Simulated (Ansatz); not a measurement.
**CdS (zincblende): gap against strain (uniaxial along z, other directions held)**

CdS built on the zincblende prototype, relaxed with r2SCAN in the plane-wave code Ansatz, then strained (uniaxial along z, other directions held; changes of length per length, axes as in the cell below) with the atoms relaxed again within the symmetry that is left. The symmetry is F-43m (No. 216, cubic); a = 5.878 Å in the conventional setting, 25.39 Å³ an atom. Cd has 4 S at 2.55 Å; S has 4 Cd at 2.55 Å. No spin polarisation and no zero-point or thermal motion.

```yaml
crystal:
  lattice:
    - [0.00000, 2.93921, 2.93921]
    - [2.93921, 0.00000, 2.93921]
    - [2.93921, 2.93921, 0.00000]
  atoms:
    - { symbol: Cd, position: [0.00000, 0.00000, 0.00000] }
    - { symbol: S, position: [0.25000, 0.25000, 0.25000] }
```

Gaps are the least over each mesh (PBE 8×8×8, r2SCAN 8×8×8, HSE06 6×6×6 when unstrained) and the special points, which keep their unstrained names; stress is the change from the unstrained cell, compression positive.

```tsv
strain (%)	gap, PBE (eV)	gap, r2SCAN (eV)	gap, HSE06 (eV)	edges, HSE06	stress along the strain, r2SCAN (GPa)	energy rise, r2SCAN (meV/atom)
-5.0	1.107	1.560	2.131	Γ	+3.80	14.7
-0.5	1.096	1.544	2.109	Γ	+0.37	0.1
0.0	1.095	1.543	2.106	Γ	0.00	0.0
+1.22	1.056	1.502	2.063	Γ	-0.88	0.9
+2.5	1.015	1.459	2.017	Γ	-1.78	3.6
```

Q: Estimate the row for a strain of +3.31 %.

A:
```tsv
strain (%)	gap, PBE (eV)	gap, r2SCAN (eV)	gap, HSE06 (eV)	edges, HSE06	stress along the strain, r2SCAN (GPa)	energy rise, r2SCAN (meV/atom)
+3.31	0.988	1.431	1.988	Γ	-2.34	6.3
```

Between zero and the nearest strains the slope of the HSE06 gap against strain is -0.005 eV per percent for negative and -0.035 for positive strain.

The runs are scalar-relativistic, without spin-orbit coupling.

The meshes of the hybrids are coarse, so their gaps aren't converged to the digits shown.
